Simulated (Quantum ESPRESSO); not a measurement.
# MoS2 (R3m) in Quantum ESPRESSO: settings compared, part 2 of 5

Quantum ESPRESSO 7.5. Earlier steps stand in the parts before.

### Step 3. Phonons, PBE

pw.in

```
&CONTROL
  calculation = 'scf'
  prefix = 'pwscf'
  outdir = './tmp'
  pseudo_dir = './pseudo'
  tprnfor = .true.
  tstress = .true.
  disk_io = 'low'
/
&SYSTEM
  ibrav = 0
  celldm(1) = 8
  nat = 3
  ntyp = 2
  ecutwfc = 45
  ecutrho = 360
  nbnd = 20
  occupations = 'smearing'
  smearing = 'fd'
  degauss = 0.00367493
/
&ELECTRONS
  conv_thr = 6d-10
  electron_maxstep = 120
  mixing_beta = 0.5
/
ATOMIC_SPECIES
Mo    95.9500 mo_pbe_v1.uspp.F.UPF
S     32.0600 s_pbe_v1.4.uspp.F.UPF
CELL_PARAMETERS alat
  0.3732209096136   0.2154791926280   1.4527269583061
 -0.3732209096136   0.2154791926280   1.4527269583061
  0.0000000000000  -0.4309583852559   1.4527269583061
ATOMIC_POSITIONS crystal
Mo     0.0000000000    0.0000000000    0.0000000000
S      0.4170000000    0.4170000000    0.4170000000
S      0.2500000000    0.2500000000    0.2500000000
K_POINTS automatic
6 6 6 1 1 1
```

relax.in

```
&CONTROL
  calculation = 'vc-relax'
  prefix = 'pwscf'
  outdir = './tmp'
  pseudo_dir = './pseudo'
  tprnfor = .true.
  tstress = .true.
  disk_io = 'low'
  nstep = 40
  forc_conv_thr = 0.0001
  etot_conv_thr = 1d-06
/
&SYSTEM
  ibrav = 0
  celldm(1) = 8
  nat = 3
  ntyp = 2
  ecutwfc = 45
  ecutrho = 360
  nbnd = 20
  occupations = 'smearing'
  smearing = 'fd'
  degauss = 0.00367493
/
&ELECTRONS
  conv_thr = 6d-10
  electron_maxstep = 120
  mixing_beta = 0.5
/
&IONS
  ion_dynamics = 'bfgs'
/
&CELL
  cell_dynamics = 'bfgs'
  press = 0
  press_conv_thr = 0.2
/
ATOMIC_SPECIES
Mo    95.9500 mo_pbe_v1.uspp.F.UPF
S     32.0600 s_pbe_v1.4.uspp.F.UPF
CELL_PARAMETERS alat
  0.3732209096136   0.2154791926280   1.4527269583061
 -0.3732209096136   0.2154791926280   1.4527269583061
  0.0000000000000  -0.4309583852559   1.4527269583061
ATOMIC_POSITIONS crystal
Mo     0.0000000000    0.0000000000    0.0000000000
S      0.4170000000    0.4170000000    0.4170000000
S      0.2500000000    0.2500000000    0.2500000000
K_POINTS automatic
6 6 6 1 1 1
```

gamma.in

```
&CONTROL
  calculation = 'bands'
  prefix = 'pwscf'
  outdir = './tmp'
  pseudo_dir = './pseudo'
  disk_io = 'low'
  verbosity = 'high'
/
&SYSTEM
  ibrav = 0
  celldm(1) = 8
  nat = 3
  ntyp = 2
  ecutwfc = 45
  ecutrho = 360
  nbnd = 20
  occupations = 'smearing'
  smearing = 'fd'
  degauss = 0.00367493
/
&ELECTRONS
  conv_thr = 1d-08
  electron_maxstep = 120
  mixing_beta = 0.5
  diago_full_acc = .true.
  startingwfc = 'random'
/
ATOMIC_SPECIES
Mo    95.9500 mo_pbe_v1.uspp.F.UPF
S     32.0600 s_pbe_v1.4.uspp.F.UPF
CELL_PARAMETERS alat
  0.3759005525672   0.2170262852132   1.6982762699266
 -0.3759005525672   0.2170262852132   1.6982762699266
  0.0000000000000  -0.4340525704265   1.6982762699266
ATOMIC_POSITIONS crystal
Mo     0.0001103410    0.0001103410    0.0001103410
S      0.4058939980    0.4058939980    0.4058939980
S      0.2609956610    0.2609956610    0.2609956610
K_POINTS crystal
1
0.0 0.0 0.0 1
```

scf2.in

```
&CONTROL
  calculation = 'scf'
  prefix = 'pwscf'
  outdir = './tmp'
  pseudo_dir = './pseudo'
  tprnfor = .true.
  tstress = .true.
  disk_io = 'low'
/
&SYSTEM
  ibrav = 0
  celldm(1) = 8
  nat = 3
  ntyp = 2
  ecutwfc = 45
  ecutrho = 360
  nbnd = 20
  occupations = 'fixed'
/
&ELECTRONS
  conv_thr = 1d-13
  electron_maxstep = 120
  mixing_beta = 0.5
  startingpot = 'file'
/
ATOMIC_SPECIES
Mo    95.9500 mo_pbe_v1.uspp.F.UPF
S     32.0600 s_pbe_v1.4.uspp.F.UPF
CELL_PARAMETERS alat
  0.3759005525672   0.2170262852132   1.6982762699266
 -0.3759005525672   0.2170262852132   1.6982762699266
  0.0000000000000  -0.4340525704265   1.6982762699266
ATOMIC_POSITIONS crystal
Mo     0.0001103410    0.0001103410    0.0001103410
S      0.4058939980    0.4058939980    0.4058939980
S      0.2609956610    0.2609956610    0.2609956610
K_POINTS automatic
6 6 6 1 1 1
```

ph.in

```
phonons of MoS2
&INPUTPH
  prefix = 'pwscf'
  outdir = './tmp'
  tr2_ph = 1d-18
  fildyn = 'dyn'
  niter_ph = 90
  alpha_mix(1) = 0.7
  epsil = .true.
/
0.0000000000 0.0000000000 0.0000000000
```

dynmat.in

```
&INPUT
  fildyn = 'dyn'
  asr = 'crystal'
  lperm = .true.
  filout = 'dynmat.disp'
  fileig = 'dynmat.eig'
/
```

dynmat_lo.in

```
&INPUT
  fildyn = 'dyn'
  asr = 'crystal'
  filout = 'dynmat_lo.disp'
  fileig = 'dynmat_lo.eig'
  q(1) = 0
  q(2) = 0
  q(3) = 1
/
```

Potentials or basis: GBRV 1.5 PBE.

Launch:

```sh
> OMP_NUM_THREADS=1 mpirun -n 4 pw.x -nk 4 -in pw.in > pw.out
> OMP_NUM_THREADS=1 mpirun -n 4 pw.x -nk 4 -in relax.in > relax.out
> OMP_NUM_THREADS=1 mpirun -n 4 pw.x -in gamma.in > gamma.out
> OMP_NUM_THREADS=1 mpirun -n 4 pw.x -nk 4 -in scf2.in > scf2.out
> OMP_NUM_THREADS=1 mpirun -n 4 ph.x -nk 4 -in ph.in > ph.out
> OMP_NUM_THREADS=1 mpirun -n 1 dynmat.x -in dynmat.in > dynmat.out
> OMP_NUM_THREADS=1 mpirun -n 1 dynmat.x -in dynmat_lo.in > dynmat_lo.out
```

pw.out:

```text
This program is part of the open-source Quantum ESPRESSO suite
     for quantum simulation of materials; please cite
[... 6 lines left out ...]
     using ibrav=0 with symmetry is DISCOURAGED, use correct ibrav instead

     K-points division:     npool     =       4
     Subspace diagonalization in iterative solution of the eigenvalue problem:
     a serial algorithm will be used

     G-vector sticks info
     --------------------
     sticks:   dense  smooth     PW     G-vecs:    dense   smooth      PW
     Sum        2013    1003    335                41357    14647    2801

     Using Slab Decomposition

     bravais-lattice index     =            0
     lattice parameter (alat)  =       8.0000  a.u.
     unit-cell volume          =     358.9025 (a.u.)^3
     number of atoms/cell      =            3
     number of atomic types    =            2
     number of electrons       =        26.00
     number of Kohn-Sham states=           20
     kinetic-energy cutoff     =      45.0000  Ry
     charge density cutoff     =     360.0000  Ry
     scf convergence threshold =      6.0E-10
     mixing beta               =       0.5000
     number of iterations used =            8  plain     mixing
     Exchange-correlation=  SLA  PW   PBX  PBC
                           (   1   4   3   4   0   0   0)

     celldm(1)=   8.000000  celldm(2)=   0.000000  celldm(3)=   0.000000
     celldm(4)=   0.000000  celldm(5)=   0.000000  celldm(6)=   0.000000

     crystal axes: (cart. coord. in units of alat)
               a(1) = (   0.373221   0.215479   1.452727 )
               a(2) = (  -0.373221   0.215479   1.452727 )
               a(3) = (   0.000000  -0.430958   1.452727 )

     reciprocal axes: (cart. coord. in units 2 pi/alat)
               b(1) = (  1.339689  0.773470  0.229454 )
               b(2) = ( -1.339689  0.773470  0.229454 )
               b(3) = (  0.000000 -1.546940  0.229454 )

     PseudoPot. # 1 for Mo read from file:
     mo_pbe_v1.uspp.F.UPF
     Pseudo is Ultrasoft + core correction, Zval = 14.0
     Generated by new atomic code, or converted to UPF format
     Using radial grid of  889 points,  6 beta functions with:
                l(1) =   0
                l(2) =   0
                l(3) =   1
[... 26 lines left out ...]
   Cartesian axes

     site n.     atom                  positions (alat units)
         1        Mo     tau(   1) = (   0.0000000   0.0000000   0.0000000  )
         2        S      tau(   2) = (  -0.0000000   0.0000000   1.8173614  )
         3        S      tau(   3) = (   0.0000000   0.0000000   1.0895452  )

     number of k points=    28  Fermi-Dirac smearing, width (Ry)=  0.0037
                       cart. coord. in units 2pi/alat
        k(    1) = (   0.0000000  -0.0000000   0.0573634), wk =   0.0185185
        k(    2) = (   0.0000000  -0.2578233   0.0956056), wk =   0.0555556
        k(    3) = (   0.0000000  -0.5156466   0.1338479), wk =   0.0555556
        k(    4) = (   0.0000000   0.7734699  -0.0573634), wk =   0.0555556
        k(    5) = (   0.0000000   0.5156466  -0.0191211), wk =   0.0555556
        k(    6) = (   0.0000000   0.2578233   0.0191211), wk =   0.0555556
[... 20 lines left out ...]
        k(   27) = (   0.0000000   0.0000000   0.2868169), wk =   0.0185185
        k(   28) = (   0.0000000   1.2891165   0.0956056), wk =   0.0555556

     Dense  grid:    41357 G-vectors     FFT dimensions: (  75,  75,  75)

     Smooth grid:    14647 G-vectors     FFT dimensions: (  54,  54,  54)

     Initial potential from superposition of free atoms

     starting charge      25.9989, renormalised to      26.0000
     Starting wfcs are   21 randomized atomic wfcs

     Self-consistent Calculation

     iteration #  1     ecut=    45.00 Ry     beta= 0.50
     Davidson diagonalization with overlap
     ethr =  1.00E-02,  avg # of iterations =  5.2

     Threshold (ethr) on eigenvalues was too large:
     Diagonalizing with lowered threshold

     Davidson diagonalization with overlap
     ethr =  3.89E-04,  avg # of iterations =  3.2

     total energy              =    -187.69739531 Ry
     estimated scf accuracy    <       0.11440789 Ry
[... 57 lines left out ...]
     iteration # 10     ecut=    45.00 Ry     beta= 0.50
     Davidson diagonalization with overlap
     ethr =  3.43E-11,  avg # of iterations =  2.0

     End of self-consistent calculation

          k = 0.0000-0.0000 0.0574 (  1828 PWs)   bands (ev):

   -50.4246 -24.5844 -24.3531 -24.3531  -3.9431  -2.2598   4.2135   7.6959
     7.6959   8.8309   8.8309   9.5111  10.3409  13.1997  13.1997  13.6093
    13.6093  16.6626  19.2839  19.7110
[... 39 lines left out ...]
   -50.3986 -24.5903 -24.5326 -24.4313  -2.7572  -1.9954   5.2508   6.3693
     6.7501   7.2262   8.3779   9.3677   9.6190  12.4355  12.9025  13.4468
    14.7894  19.2528  19.6171  20.2092

          k =-0.2233 0.9024-0.0191 (  1818 PWs)   bands (ev):

   -50.3829 -24.7079 -24.5013 -24.4991  -1.9238  -1.6795   4.9511   5.3999
     6.3425   7.1129   8.1157   8.7801   9.8729  12.7447  13.2834  13.8060
    15.1175  17.1414  19.4151  19.8108

          k =-0.2233 0.6446 0.0191 (  1818 PWs)   bands (ev):
[... 109 lines left out ...]
   -50.4142 -24.5638 -24.4569 -24.3766  -3.3093  -2.4624   5.5159   6.9297
     6.9634   8.1014   8.2941   9.0150  10.4042  13.0150  13.0856  13.2720
    13.9231  18.3431  19.9086  20.5094

     the Fermi energy is    11.5749 ev

!    total energy              =    -187.72755974 Ry
     estimated scf accuracy    <          5.7E-10 Ry
     smearing contrib. (-TS)   =      -0.00000029 Ry
     internal energy E=F+TS    =    -187.72755945 Ry

     The total energy is F=E-TS. E is the sum of the following terms:
     one-electron contribution =     -87.40336879 Ry
     hartree contribution      =      54.98658283 Ry
     xc contribution           =     -36.36037650 Ry
     ewald contribution        =    -118.95039699 Ry

     convergence has been achieved in  10 iterations

     Forces acting on atoms (cartesian axes, Ry/au):

     atom    1 type  1   force =    -0.00000000   -0.00000000    0.00336127
     atom    2 type  2   force =    -0.00000000    0.00000000    0.01649414
     atom    3 type  2   force =    -0.00000000    0.00000000   -0.01985541

     Total force =     0.026031     Total SCF correction =     0.000032

     Computing stress (Cartesian axis) and pressure

          total   stress  (Ry/bohr**3)                   (kbar)     P=       50.24
   0.00028586   0.00000000  -0.00000000           42.05        0.00       -0.00
  -0.00000000   0.00028586  -0.00000000           -0.00       42.05       -0.00
  -0.00000000  -0.00000000   0.00045287           -0.00       -0.00       66.62

=------------------------------------------------------------------------------=
   JOB DONE.
=------------------------------------------------------------------------------=
```

relax.out:

```text
This program is part of the open-source Quantum ESPRESSO suite
     for quantum simulation of materials; please cite
[... 6 lines left out ...]
     using ibrav=0 with symmetry is DISCOURAGED, use correct ibrav instead

     K-points division:     npool     =       4
[... 693 lines left out ...]
  -0.00000157  -0.00000000   0.00000000           -0.23       -0.00        0.00
   0.00000000  -0.00000157   0.00000000            0.00       -0.23        0.00
   0.00000000   0.00000000  -0.00000224            0.00        0.00       -0.33

=------------------------------------------------------------------------------=
   JOB DONE.
=------------------------------------------------------------------------------=
```

gamma.out:

```text
This program is part of the open-source Quantum ESPRESSO suite
     for quantum simulation of materials; please cite
         "P. Giannozzi et al., J. Phys.:Condens. Matter 21 395502 (2009);
         "P. Giannozzi et al., J. Phys.:Condens. Matter 29 465901 (2017);
         "P. Giannozzi et al., J. Chem. Phys. 152 154105 (2020);
     in publications or presentations arising from this work. More details at
[... 177 lines left out ...]

   -53.0206 -27.1541 -26.9457 -26.9457  -6.2251  -4.8774   2.1532   5.2696
     5.2696   6.3703   6.3703   6.4912   7.6453  10.6277  10.6277  10.8887
    10.8887  13.8041  15.0772  16.8409

=------------------------------------------------------------------------------=
   JOB DONE.
=------------------------------------------------------------------------------=
```

Run time: 19 min. Hardware: 4 MPI ranks of Arm Neoverse V2, shared host; peak memory 2.1 GiB.

What came out:

```yaml
Free_energy: -2554.2284 eV
Relaxed_volume: 21.02 Å³/atom
Relaxed_cell: a = 7.421 Å, b = 7.421 Å, c = 7.421 Å, α = 24.77°, β = 24.77°, γ = 24.77°
Space_group_after_relaxing_to_0.05_Å: R3m (No. 160)
Pressure_after_relaxing: 0.0 GPa
Electronic_dielectric_tensor_diagonal: 13.63, 13.63, 3.58
Born_charges_mean_of_the_diagonal: Mo -0.79; S +0.38 e
Highest_phonon_frequency_at_Γ_LO-TO_splitting_left_out: 458 cm⁻¹
Static_dielectric_tensor_diagonal: 13.79, 13.79, 3.58
```

Step by step:
```
step  energy change (eV)  largest force (eV/Å)  pressure (GPa)  volume (Å³)
   1              0.0000                0.5105            5.02        53.18
   2             -0.0256                0.1906            0.15        54.56
   3             -0.0269                0.1507            0.27        54.63
   4             -0.0284                0.1241            0.30        54.76
   5             -0.0305                0.0957            0.30        54.96
   6             -0.0334                0.0624            0.27        55.27
   7             -0.0370                0.0246            0.24        55.71
   8             -0.0413                0.0235            0.23        56.32
   9             -0.0460                0.0731            0.23        57.20
  10             -0.0508                0.1231            0.26        58.46
  11             -0.0546                0.1471            0.28        60.01
  12             -0.0572                0.1120            0.17        61.22
  13             -0.0590                0.0413            0.02        62.32
  14             -0.0594                0.0087            0.01        62.90
  15             -0.0594                0.0006            0.00        63.03
  16             -0.0594                0.0001            0.01        63.07
```

Final structure:
```
Mo S
1.0
     1.59134    0.91876    7.18951
    -1.59134    0.91876    7.18951
     0.00000   -1.83753    7.18951
Mo S
1 2
Direct
  0.00011 0.00011 0.00011
  0.40589 0.40589 0.40589
  0.26100 0.26100 0.26100
```

Levels at points of the mesh, in eV from the valence-band top:
| k point | band 11 | band 12 | band 13 | band 14 | band 15 | band 16 |
| --- | --- | --- | --- | --- | --- | --- |
| (0.08, 0.08, 0.08) | -1.74 | -1.68 | -0.41 | 2.52 | 2.52 | 2.78 |

Phonon frequencies in cm⁻¹ (negative: imaginary):
| q point | frequencies |
| --- | --- |
| (0.000, 0.000, 0.000) | 2 2 5 277 277 373 373 398 458 |

Electronic dielectric tensor:
```
13.63  0.00  0.00
 0.00 13.63  0.00
 0.00  0.00  3.58
```

Born effective charge tensors (e):
atom 1, Mo
```
-1.05  0.00  0.00
 0.00 -1.05  0.00
 0.00  0.00 -0.26
```
atom 2, S
```
0.51 0.00 0.00
0.00 0.51 0.00
0.00 0.00 0.13
```
atom 3, S
```
0.51 0.00 0.00
0.00 0.51 0.00
0.00 0.00 0.13
```

Optical modes at Γ, degenerate ones joined, polar ones without the macroscopic field:
```
cm⁻¹  components  symmetry     active in  IR intensity, summed ((D/Å)²/amu)
 277           2         E  IR and Raman                               0.00
 373           2         E  IR and Raman                               1.29
 398           1        A1  IR and Raman                               0.00
 458           1        A1  IR and Raman                               0.04
```

Static dielectric tensor, electrons and zone-centre modes:
```
13.79  0.00  0.00
 0.00 13.79  0.00
 0.00  0.00  3.58
```

Caveat: the volume moved by over 15 % at a fixed basis, so the end points are rough; the layers were relaxed without a dispersion term, so their spacing and the soft interlayer modes are unreliable.

[end of part 2 of 5]
